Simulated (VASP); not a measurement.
# WC (P-6m2) in VASP: elastic constants with r2SCAN

Aim: the elastic constants of WC with r2SCAN.

All numbers are computed with VASP 6.6.1; they aren't measurements. Logs are shortened: lines on timing, memory, paths and dates and some standing lists are left out, and cuts for length are marked.

**1. The crystal as given**

It takes space group P-6m2 (No. 187, hexagonal). Conventional cell: a = 2.907 Å, b = 2.907 Å, c = 2.837 Å, α = 90.00°, β = 90.00°, γ = 120.00°. W (site symmetry -6m2) has 6 C at 2.20 Å as nearest neighbours. C (site symmetry -6m2) is surrounded by 6 W at 2.20 Å.

**2. Elastic constants, r2SCAN**

File POSCAR:

```
WC
1.0
    2.9065000000      0.0000000000      0.0000000000
   -1.4532500000      2.5171028400      0.0000000000
    0.0000000000      0.0000000000      2.8366000000
W C
1 1
Direct
    0.0000000000      0.0000000000      0.0000000000
    0.6666666700      0.3333333300      0.5000000000
```

File INCAR.step1:

```
PREC = Accurate
ENCUT = 600
EDIFF = 1E-8
ISMEAR = 0
SIGMA = 0.1
LREAL = False
LASPH = True
NELM = 80
ALGO = Normal
ISIF = 3
LWAVE = False
LCHARG = False
METAGGA = R2SCAN
LMIXTAU = True
IBRION = 2
NSW = 40
EDIFFG = -0.002
```

File INCAR.step2:

```
PREC = Accurate
ENCUT = 600
EDIFF = 1E-8
ISMEAR = 0
SIGMA = 0.1
LREAL = False
LASPH = True
NELM = 80
ALGO = Normal
ISIF = 3
LWAVE = False
LCHARG = False
METAGGA = R2SCAN
LMIXTAU = True
IBRION = 6
NFREE = 2
POTIM = 0.015
NSW = 1
```

File KPOINTS:

```
Automatic mesh
0
Gamma
  13 13 10
```

Potentials or basis: VASP PAW PBE potentials, release 64 (W_sv, C).

Launch:

```bash
cat potpaw_PBE.64/W_sv/POTCAR potpaw_PBE.64/C/POTCAR > POTCAR
cp INCAR.step1 INCAR
mpirun -np 1 vasp_std > vasp.out
cp CONTCAR POSCAR
cp INCAR.step2 INCAR
mpirun -np 1 vasp_std > vasp.out
```

OUTCAR:

```text
PREC = Accurate
   ENCUT = 600
   EDIFF = 1E-8
   ISMEAR = 0
   LREAL = False
   LASPH = True
   NELM = 80
   ISIF = 3
   METAGGA = R2SCAN
   IBRION = 6
   NFREE = 2
   POTIM = 0.015
   NSW = 1

 ion  position               nearest neighbor table
   1  0.000  0.000  0.000-   2 2.20   2 2.20   2 2.20   2 2.20   2 2.20   2 2.20
   2  0.667  0.333  0.500-   1 2.20   1 2.20   1 2.20   1 2.20   1 2.20   1 2.20

  LATTYP: Found a hexagonal cell.
 ALAT       =     2.9166027442
 C/A-ratio  =     0.9737928964

  Lattice vectors:

 A1 = (   2.9166027442,   0.0000000000,   0.0000000000)
 A2 = (  -1.4583013721,   2.5258520732,   0.0000000000)
 A3 = (   0.0000000000,   0.0000000000,   2.8401670340)

Analysis of symmetry for initial positions (statically):
=====================================================================
 Subroutine PRICEL returns:
 Original cell was already a primitive cell.

 Routine SETGRP: Setting up the symmetry group for a
 hexagonal supercell.

 Subroutine GETGRP returns: Found 12 space group operations
 (whereof 12 operations were pure point group operations)
 out of a pool of 24 trial point group operations.

The static configuration has the point symmetry D_3h.

Analysis of symmetry for dynamics (positions and initial velocities):
=====================================================================
 Subroutine PRICEL returns:
 Original cell was already a primitive cell.

 Routine SETGRP: Setting up the symmetry group for a
 hexagonal supercell.

 Subroutine GETGRP returns: Found 12 space group operations
 (whereof 12 operations were pure point group operations)
 out of a pool of 24 trial point group operations.

The dynamic configuration has the point symmetry D_3h.

 Subroutine INISYM returns: Found 12 space group operations
[... 720 lines left out ...]
      3     -28.4712      2.00000
      4     -28.3620      2.00000
      5      -3.4955      2.00000
      6       6.2325      2.00000
      7       6.9292      2.00000
      8       8.0112      2.00000
      9       9.4351      2.00000
     10      13.2152      0.00000
     11      14.8592      0.00000
     12      16.5344      0.00000
     13      17.0254      0.00000

 [... further k-points ...]

------------------------ aborting loop because EDIFF is reached ----------------------------------------

  FORCE on cell =-STRESS in cart. coord.  units (eV):
  Direction    XX          YY          ZZ          XY          YZ          ZX
  --------------------------------------------------------------------------------------
  -------------------------------------------------------------------------------------
  Total        0.0059746      0.0059746      0.0086182      0.0000000      0.0000000      0.0000000
  in kB        0.4575010      0.4575010      0.6599288      0.0000000      0.0000000      0.0000000
  external PRESSURE =       0.5249770 kB  Pullay stress =       0.0000000 kB
[... 17 lines left out ...]
  FREE ENERGIE OF THE ION-ELECTRON SYSTEM (eV)
  ---------------------------------------------------
  free  energy   TOTEN  =       -61.6150984851 eV

  energy  without entropy=      -61.6139010466  energy(sigma->0) =      -61.61449977

 INTERNAL STRAIN TENSORS FROM STRAINED CELLS
 ============================================

 INTERNAL STRAIN TENSOR FOR ION    1 for displacements in x,y,z  (eV/Angst):
          X           Y           Z          XY          YZ          ZX
  --------------------------------------------------------------------------------
  x    -0.00000     0.00000     0.00000     4.55280     0.00000    -0.00000
  y     4.57817    -4.55449     0.00000     0.00001     0.00000    -0.00001
  z     0.00000     0.00000     0.00000     0.00000     0.00590     0.00000

 INTERNAL STRAIN TENSORS FROM DISPLACED ATOMS
 ============================================

 INTERNAL STRAIN TENSOR FOR ION    1 for displacements in x,y,z  (eV/Angst):
          X           Y           Z          XY          YZ          ZX
  --------------------------------------------------------------------------------
  x     0.00000     0.00000     0.00000     4.46465     0.00000     0.00000
  y     4.46465    -4.46465     0.00000     0.00000     0.00000     0.00000
  z     0.00000     0.00000     0.00000     0.00000     0.00000     0.00000

 INTERNAL STRAIN TENSOR FOR ION    2 for displacements in x,y,z  (eV/Angst):
          X           Y           Z          XY          YZ          ZX
  --------------------------------------------------------------------------------
  x     0.00000     0.00000     0.00000    -4.47114     0.00000     0.00000
  y    -4.47114     4.47114     0.00000     0.00000     0.00000     0.00000
  z     0.00000     0.00000     0.00000     0.00000     0.00000     0.00000

 Eigenvectors and eigenvalues of the dynamical matrix
 ----------------------------------------------------

   1 f  =   18.451508 THz   115.934246 2PiTHz  615.476066 cm-1    76.309272 meV
             X         Y         Z           dx          dy          dz
      0.000000  0.000000  0.000000     0.000000   -0.247748    0.000000
      1.458301  0.841951  1.420084     0.000000    0.968825   -0.000000
[... 21 lines left out ...]
   6 f/i=    0.002112 THz     0.013269 2PiTHz    0.070442 cm-1     0.008734 meV
             X         Y         Z           dx          dy          dz
      0.000000  0.000000  0.000000     0.000000   -0.968825    0.000000
      1.458301  0.841951  1.420084     0.000000   -0.247748    0.000000

--------------------------------------------------------------------------------------------------------

 ELASTIC MODULI CONTR FROM IONIC RELAXATION (kBar)
 Direction    XX          YY          ZZ          XY          YZ          ZX
 --------------------------------------------------------------------------------
 XX         -97.2855     97.2855      0.0000      0.0000      0.0000      0.0000
 YY          97.2855    -97.2855      0.0000     -0.0000      0.0000      0.0000
 ZZ           0.0000      0.0000      0.0000      0.0000      0.0000      0.0000
 XY           0.0000     -0.0000      0.0000    -97.2855      0.0000      0.0000
 YZ           0.0000      0.0000      0.0000      0.0000      0.0000      0.0000
 ZX           0.0000      0.0000      0.0000      0.0000      0.0000      0.0000
 --------------------------------------------------------------------------------

 TOTAL ELASTIC MODULI (kBar)
 Direction    XX          YY          ZZ          XY          YZ          ZX
 --------------------------------------------------------------------------------
 XX        7362.7576   2433.8174   1724.7294      0.0000      0.0000      0.0000
 YY        2433.8174   7362.7576   1724.7294     -0.0000      0.0000      0.0000
 ZZ        1724.7294   1724.7294   9988.7390      0.0000      0.0000      0.0000
 XY           0.0000     -0.0000      0.0000   2464.4701      0.0000      0.0000
 YZ           0.0000      0.0000     -0.0000      0.0000   3165.5141      0.0000
 ZX           0.0000      0.0000     -0.0000      0.0000      0.0000   3165.5185
 --------------------------------------------------------------------------------
```

OUTCAR.step1:

```text
PREC = Accurate
   ENCUT = 600
   EDIFF = 1E-8
   ISMEAR = 0
   LREAL = False
   LASPH = True
   NELM = 80
[... 894 lines left out ...]
  -------------------------------------------------------------------------------------
  Total        0.0013728      0.0013728     -0.0008530      0.0000000      0.0000000      0.0000000
  in kB        0.1051223      0.1051223     -0.0653189      0.0000000      0.0000000      0.0000000
  external PRESSURE =       0.0483086 kB  Pullay stress =       0.0000000 kB
[... 17 lines left out ...]
  FREE ENERGIE OF THE ION-ELECTRON SYSTEM (eV)
  ---------------------------------------------------
  free  energy   TOTEN  =       -61.6163595760 eV

  energy  without entropy=      -61.6151452433  energy(sigma->0) =      -61.61575241

 reached required accuracy - stopping structural energy minimisation
```

Run time: 78 min. Hardware: 1 thread of AMD EPYC 9R45 (Zen 5), shared host; peak memory 0.39 GiB.

What came out:

```yaml
Relaxed_volume: 10.46 Å³/atom
Relaxed_cell: a = 2.917 Å, b = 2.917 Å, c = 2.840 Å, α = 90.00°, β = 90.00°, γ = 120.00°
Space_group_after_relaxing_to_0.05_Å: P-6m2 (No. 187)
Voigt_bulk_modulus: 405 GPa
Highest_phonon_frequency_at_Γ_LO-TO_splitting_left_out: 615 cm⁻¹
```

The path:
```tsv
step	energy change (eV)	largest force (eV/Å)	pressure (GPa)	volume (Å³)
1	0.0000	0.0000	3.29	20.75
2	0.0112	0.0000	-8.61	21.40
3	-0.0018	0.0000	-0.10	20.93
4	-0.0018	0.0000	-0.03	20.92
5	-0.0018	0.0000	0.13	20.92
6	-0.0019	0.0000	0.04	20.92
7	-0.0019	0.0000	0.04	20.92
8	-0.0019	0.0000	-0.08	20.93
9	-0.0019	0.0000	0.00	20.92
```

Final structure:
```
W C
1.0
     2.91660    0.00000    0.00000
    -1.45830    2.52585    0.00000
     0.00000    0.00000    2.84017
W C
1 1
Direct
  0.00000 0.00000 0.00000
  0.66667 0.33333 0.50000
```

Phonon frequencies in cm⁻¹ (negative: imaginary):
| q point | frequencies |
| --- | --- |
| (0.000, 0.000, 0.000) | 0 0 0 566 615 615 |

Elastic tensor in Voigt notation (GPa, in the Cartesian axes of the cell as first typed):
```
736 243 172   0   0   0
243 736 172   0   0   0
172 172 999   0   0   0
  0   0   0 317   0   0
  0   0   0   0 317   0
  0   0   0   0   0 246
```

Clamped-ion elastic tensor (GPa):
```
746 234 172   0   0   0
234 746 172   0   0   0
172 172 999   0   0   0
  0   0   0 317   0   0
  0   0   0   0 317   0
  0   0   0   0   0 256
```

Caveat: the PAW data sets were made with another functional, which shifts forces and pressure a little.
